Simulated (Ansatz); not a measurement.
# PbO2 monolayer (2H): from the cell to its phonons, part 2 of 3

Wanted: phonon frequencies of PbO2 monolayer (2H) and what follows from them.

Ansatz 0.2.0; DFT PBEsol, scalar-relativistic, plane waves, PAW.

So far: Set-up; Relaxation.

### 2. Relaxation (continued)

Valence density in the ac plane at fractional y = 0.333, with atoms of O within 0.2 Å of it. It is the smooth field of the valence electrons, not physical close to the nuclei.

Values in e/Å³, 24 rows by 14 columns, each cell a mean:
```
0.0 0.0 0.0 0.0 0.0 0.0 0.0 0.0 0.0 0.0 0.0 0.0 0.0 0.0
0.0 0.0 0.0 0.0 0.0 0.0 0.0 0.0 0.0 0.0 0.0 0.0 0.0 0.0
0.0 0.0 0.0 0.0 0.0 0.0 0.0 0.0 0.0 0.0 0.0 0.0 0.0 0.0
0.0 0.0 0.0 0.0 0.0 0.0 0.0 0.0 0.0 0.0 0.0 0.0 0.0 0.0
0.0 0.0 0.0 0.0 0.0 0.0 0.0 0.0 0.0 0.0 0.0 0.0 0.0 0.0
0.0 0.0 0.0 0.0 0.0 0.0 0.0 0.0 0.0 0.0 0.0 0.0 0.0 0.0
0.0 0.0 0.0 0.0 0.0 0.0 0.0 0.0 0.0 0.0 0.0 0.0 0.0 0.0
0.0 0.0 0.0 0.0 0.0 0.0 0.0 0.0 0.0 0.0 0.0 0.0 0.0 0.0
0.0 0.0 0.0 0.0 0.0 0.0 0.0 0.0 0.0 0.0 0.0 0.0 0.0 0.0
0.0 0.0 0.0 0.0 0.0 0.0 0.0 0.0 0.0 0.0 0.0 0.0 0.0 0.0
0.0 0.0 0.0 0.0 0.0 0.0 0.0 0.0 0.0 0.0 0.0 0.0 0.0 0.0
0.0 0.0 0.0 0.0 0.0 0.0 0.0 0.0 0.0 0.0 0.0 0.0 0.0 0.0
0.0 0.0 0.0 0.0 0.0 0.0 0.0 0.0 0.0 0.0 0.0 0.0 0.0 0.0
0.0 0.0 0.0 0.0 0.0 0.0 0.1 0.1 0.2 0.3 0.3 0.2 0.1 0.1
0.2 0.1 0.1 0.1 0.2 0.3 0.8 1.9 3.8 5.2 4.6 2.8 1.2 0.5
0.4 0.6 0.7 0.7 0.5 0.4 0.3 0.4 0.4 0.5 0.5 0.4 0.3 0.3
0.2 0.2 0.2 0.2 0.2 0.4 0.8 1.9 3.7 5.0 4.5 2.8 1.2 0.5
0.0 0.0 0.0 0.0 0.0 0.1 0.1 0.2 0.4 0.6 0.5 0.3 0.2 0.1
0.0 0.0 0.0 0.0 0.0 0.0 0.0 0.0 0.0 0.0 0.0 0.0 0.0 0.0
0.0 0.0 0.0 0.0 0.0 0.0 0.0 0.0 0.0 0.0 0.0 0.0 0.0 0.0
0.0 0.0 0.0 0.0 0.0 0.0 0.0 0.0 0.0 0.0 0.0 0.0 0.0 0.0
0.0 0.0 0.0 0.0 0.0 0.0 0.0 0.0 0.0 0.0 0.0 0.0 0.0 0.0
0.0 0.0 0.0 0.0 0.0 0.0 0.0 0.0 0.0 0.0 0.0 0.0 0.0 0.0
0.0 0.0 0.0 0.0 0.0 0.0 0.0 0.0 0.0 0.0 0.0 0.0 0.0 0.0
```
Columns run along a (3.2 Å), rows up along c (28.7 Å). Atoms in or near the plane, at fractional coordinates: O at (0.67, 0.39), O at (0.67, 0.30).

### 3. Tight relaxation

Phonons need a cell at rest on their own settings, so the relaxation is repeated with tight tolerances on forces and stress on the k mesh and occupations of the first response run.

Input file input.yaml:

```yaml
crystal:
  lattice:
    - [3.2243903609, 0.0, 0.0]
    - [-1.6121951804, 2.7924039642, 0.0]
    - [0.0, 0.0, 28.7]
  atoms:
    - { symbol: Pb, position: [0.3333333333, 0.6666666667, 0.3484320557] }
    - { symbol: O, position: [0.6666666667, 0.3333333333, 0.3929451052] }
    - { symbol: O, position: [0.6666666667, 0.3333333333, 0.3039190063] }
  periodic: [true, true, false]
kpoints:
  mp_grid: { grid: [18, 18, 1] }
hamiltonian:
  xc: pbesol
scf:
  occupations: { method: methfessel_paxton, width: 0.15 }
output:
  forces: true
  stress: true
  eigenvalues: true
  write_density: true
  write_potential: true
  elf: true
  volumetric_format: npy
relax:
  adjacent_minimum: "off"
  f_tol: 0.001
  max_steps: 60
  cell: { stress_2d_tol: 0.002 }
```

The run is started by

```
> ansatz run input.yaml --threads 8 --pin off --max-ram 14336MiB --backend cpu --events-out ev --progress --plain --runs-dir out
```

Numbers of over 12 decimals in the logs are rounded to 6 here.

Log:

```text
[...]
Crystal: 3 atoms, lattice volume = 258.409 Å³
Basis set: ecut = 420 eV, 5159 PW (Γ), exchange–correlation on 48×48×384 points (8 copies of the dense FFT grid, shifted against one another)
Bands: 17, of which v1, the nominal top of the filled ones, is band 13 counted from 1 (12 counted from 0)
Symmetry: 12 space group operations
[...]
--- Relaxed structure (4 steps of the walk, 3 accepted, 1 SCFs on fresh bases) ---
[...]
cell:  # Å, volume = 258.2424 Å³
    - [3.223350, -2.8858194143743526e-11, 0.0]
    - [-1.611675, 2.791503, 0.0]
    - [0.0, 0.0, 28.7]
  atoms:
    - { symbol: Pb, position: [0.333333, 0.666667, 0.348432] }
    - { symbol: O, position: [0.666667, 0.333333, 0.392979] }
    - { symbol: O, position: [0.666667, 0.333333, 0.303885] }
[key lines of the parts left out:]
SCF converged after 7 iterations
Free energy (F): -12872.683201 eV
Fermi energy:    -8.326214 eV
P = ½ c Tr σ = -0.0019 N/m
```

It took 16 s on 8 threads of Arm Neoverse V1, shared host; peak memory 0.73 GiB.

Little changed from the start: no atom moved by 0.005 Å and no cell edge by 0.1 %.

This step gave:

```
area per atom : 2.999 Å²
```

Electrostatic potential energy in the ac plane at fractional y = 0.333, with atoms of O within 0.2 Å of it. With pseudopotentials it is smooth inside the atoms' cores, unlike the true potential.

Ten even steps from '_' (-26 eV) to '@' (0 eV), each cell a mean:
```
@@@@@@@@@@@@@@@@@@@@@@@@@@@@@@@@@@
@@@@@@@@@@@@@@@@@@@@@@@@@@@@@@@@@@
@@@@@@@@@@@@@@@@@@@@@@@@@@@@@@@@@@
@@@@@@@@@@@@@@@@@@@@@@@@@@@@@@@@@@
@@@@@@@@@@@@@@@@@@@@@@@@@@@@@@@@@@
@@@@@@@@@@@@@@@@@@@@@@@@@@@@@@@@@@
@@@@@@@@@@@@@@@@@@@@@@@@@@@@@@@@@@
@@@@@@@@@@@@@@@@@@@@@@@@@@@@@@@@@@
@@@@@@@@@@@@@@@@@@@@@@@@@@@@@@@@@@
@@@@@@@@@@@@@@@@@@@@@@@@@@@@@@@@@@
@@@@@@@@@@@@@@@@@@@@@@@@@@@@@@@@@@
@@@@@@@@@@@@@@@@@@@@@@@@@@@@@@@@@@
@@@@@@@@@@@@@@@@@@@@@@@@@@@@@@@@@@
@@@@@@@@@@@@@@@@@@@@@@%%%%@@@@@@@@
##########%%####--__________..++%%
--..______..==++**############**++
################--..________..++##
@@@@@@@@@@@@@@@@@@%%######%%@@@@@@
@@@@@@@@@@@@@@@@@@@@@@@@@@@@@@@@@@
@@@@@@@@@@@@@@@@@@@@@@@@@@@@@@@@@@
@@@@@@@@@@@@@@@@@@@@@@@@@@@@@@@@@@
@@@@@@@@@@@@@@@@@@@@@@@@@@@@@@@@@@
@@@@@@@@@@@@@@@@@@@@@@@@@@@@@@@@@@
@@@@@@@@@@@@@@@@@@@@@@@@@@@@@@@@@@
```
Columns run along a (3.2 Å; values clipped at the 3rd and 97th percentile), rows up along c (28.7 Å). Atoms in or near the plane, at fractional coordinates: O at (0.67, 0.39), O at (0.67, 0.30).

Valence density in the ac plane at fractional y = 0.333, with atoms of O within 0.2 Å of it. It is the smooth field of the valence electrons, not physical close to the nuclei.

Ten steps, logarithmic in the rise over the least value, from '0' (0.0 e/Å³) to '9' (5.3 e/Å³), each cell a mean:
```
00000000000000000
00000000000000000
00000000000000000
00000000000000000
00000000000000000
00000000000000000
00000000000000000
00000000000000000
00000000000000000
00000000000000000
00000000000000000
00000000000000000
00000000000000000
00000011233443221
32222335689999764
45555544444544444
33333345689999764
10000012345554321
00000000000000000
00000000000000000
00000000000000000
00000000000000000
00000000000000000
00000000000000000
```
Columns run along a (3.2 Å), rows up along c (28.7 Å). Atoms in or near the plane, at fractional coordinates: O at (0.67, 0.39), O at (0.67, 0.30).

ELF in the ac plane at fractional y = 0.333, with atoms of O within 0.2 Å of it. It is the smooth field of the valence electrons, not physical close to the nuclei.

Ten even steps from '0' (0.00) to '9' (0.80), each cell a mean:
```
00000000000000000
00000000000000000
00000000000000000
00000000000000000
00000000000000000
00000000000000000
00000000000000000
00000000000000000
00000000000000000
00000000000000000
00000000000000000
00000000000000000
00000000000000000
10000023567776643
41111257999789997
33444322333443322
32111247998779986
10000024678887753
00000000000000000
00000000000000000
00000000000000000
00000000000000000
00000000000000000
00000000000000000
```
Columns run along a (3.2 Å), rows up along c (28.7 Å). Atoms in or near the plane, at fractional coordinates: O at (0.67, 0.39), O at (0.67, 0.30).

The largest force component left is 0.11 meV/Å, within the tolerances set.

### 4. Modes at Γ

The zone centre comes first: it holds the modes that light can see, as far as symmetry allows. No field response is asked, since the mesh shows no gap.

input.yaml, the sections that differ from step 3:

```yaml
crystal:
  lattice:
    - [3.2233501494, 0.0, 0.0]
    - [-1.6116750747, 2.7915031147, 0.0]
    - [0.0, 0.0, 28.7]
  atoms:
    - { symbol: Pb, position: [0.3333333333, 0.6666666667, 0.3484320557] }
    - { symbol: O, position: [0.6666666667, 0.3333333333, 0.3929794346] }
    - { symbol: O, position: [0.6666666667, 0.3333333333, 0.3038846769] }
  periodic: [true, true, false]
output:
  eigenvalues: true
phonons:
  method: dfpt
# kpoints, hamiltonian, scf: as in step 3
# relax: removed
```

Log:

```text
Warning: crystal.symmetry: narrowed to the stabiliser of the run's FFT grids — unitary ops 12 → 6. A phonons.method: dfpt run fills in the rows of the dynamical matrix that it does not solve by its symmetry operations, which is exact only for operations that map its FFT grids onto themselves: filled in by any other, the frequencies could depend on the order in which like atoms are typed, or, by more than the grids' own error, on where the crystal sits among the grids' points. Excluded: 6 operations. The run can therefore solve more perturbations, solve them on more k-points, or both, and cost more. [rest of the remark cut]
[...]
Crystal: 3 atoms, lattice volume = 258.242 Å³
Basis set: ecut = 420 eV, 5135 PW (Γ), exchange–correlation on 48×48×384 points (8 copies of the dense FFT grid, shifted against one another)
Bands: 17, of which v1, the nominal top of the filled ones, is band 13 counted from 1 (12 counted from 0)
Symmetry: 12 space group operations
k-points: 91 of 324 (irreducible under 2 space group operations, time reversal used)
[...]
SCF iter   1: F=—  HF=-12872.705636 eV  |F-HF|=—  |Δ(HF+E_count)|=         —  Δρ=6.61e-3  dr2=8.35e-2  ethr=1.77e-3  ⟨swp⟩=12.9  Hψ=15759  notcnv=0
[...]
SCF iter  10: F=-12872.683201 eV  HF=-12872.683201 eV  |F-HF|=1.64e-11  |Δ(HF+E_count)|=  6.97e-10  S|Δr|=    0.00e0  Δρ=9.54e-9  dr2=2.23e-13  ethr=1.00e-12  ⟨swp⟩=18.5  Hψ=14299  notcnv=0
SCF 1 converged in 10 iterations: F = -12872.683201 eV  dr2 = 2.23e-13
[...]
DFPT response loops at Γ: preconditioner auto → none (partly filled bands, converged f_vac=0.808); β = 0.50; Broyden in place of MSR1
SCF converged after 10 iterations
[...]
Free energy (F): -12872.683201 eV
[...]
Internal energy: -12872.689258 eV  (E = F + TS)
E sigma→0 (E₀):  -12872.684715 eV
Entropy (-TS):   0.006058 eV (2.019 meV/atom)
Fermi energy:    -8.326214 eV
[...]
--- Band table (eV; the first three rows and the last of 91) ---
  k-point 0: bands = [... 9 lower, -9.4631, -9.1144, -9.1144, -9.0481, -8.3270, -3.0853, -0.2951, -0.0660]
  k-point 1: bands = [... 9 lower, -9.5031, -9.2315, -9.1127, -9.0196, -8.1435, -2.9402, -0.2443, -0.0075]
  k-point 2: bands = [... 9 lower, -9.6178, -9.5175, -9.1084, -8.9670, -7.7644, -2.5434, -0.1060, 0.1677]
  k-point 90: bands = [... 9 lower, -11.2410, -11.0328, -9.4617, -8.4605, -5.7749, -3.2887, 0.6728, 0.9013]
--- Phonons (Γ-DFPT): 6 representative perturbations + reference, on 91 of 324 k-points (Σ response iterations 33) ---
  ASR residual: 3.618e-5 → 0.000e0 eV/Å²; symmetrization residual: 2.521e-5 eV/Å²
  The last average, over the group as it would stand without the narrowing to the FFT grids, took up to 1.520e-5 eV/Å² of the zone centre's force constants
  ASR residual per site (eV/Å²): 2.41e-5 2.35e-5 3.62e-5
  Γ frequencies (cm⁻¹): -69.39 -69.39 0.00 0.00 0.00 286.31 286.31 432.68 550.93
  non-analytic LO–TO correction: not included (Born effective charges unavailable; polar crystals: no LO–TO splitting at Γ)
```

Run time: 55 s. Hardware: 8 threads; peak memory 1.7 GiB.

This step gave:

```yaml
sum_rule_residual_before_enforcement: 3.62e-5 eV/Å²
point_group: -6m2
highest_optical_mode_at_the_zone_centre_no_lo_to_term: 550.9 cm⁻¹
lowest_optical_zone_centre_mode: -69.39 cm⁻¹
```

Patterns of degenerate modes are one choice out of their space. Modes at Γ, with each element's share of the kinetic energy (negative means imaginary):

```
mode  frequency (cm⁻¹)  symmetry  Pb %  O %
   1             -69.4       E''     0  100
   2             -69.4       E''     0  100
   3               0.0  acoustic    87   13
   4               0.0  acoustic    87   13
   5               0.0  acoustic    87   13
   6             286.3        E'    13   87
   7             286.3        E'    13   87
   8             432.7      A2''    13   87
   9             550.9       A1'     0  100
```

Displacements in mode 1 (-69.4 cm⁻¹), the largest set to 1:
```
Pb1  0.00  0.00  0.00
O2  -0.25 -1.00  0.00
O3   0.25  1.00  0.00
```

Displacements in mode 9 (550.9 cm⁻¹), the largest set to 1:
```
Pb1  0.00  0.00  0.00
O2   0.00  0.00 -1.00
O3   0.00  0.00  1.00
```

Before it was imposed, the acoustic sum rule was missed by 3.6e-5 eV/Å². Small misses are needed for a sound result but don't prove that mesh and cutoff are converged. The lowest optical mode is imaginary, 69.4i cm⁻¹, so the energy falls along it.

(Part 2 of 3 ends here.)

[Logs are printed without paths, hosts, clocks, repeated set-up lines and the standing remarks that a program may print on its own settings, such as how far it seeks lower states.]

[Hosts, paths, dates, database ids (printed as entryN), source tags and the programs' standing remarks are cut or masked in the printed files.]
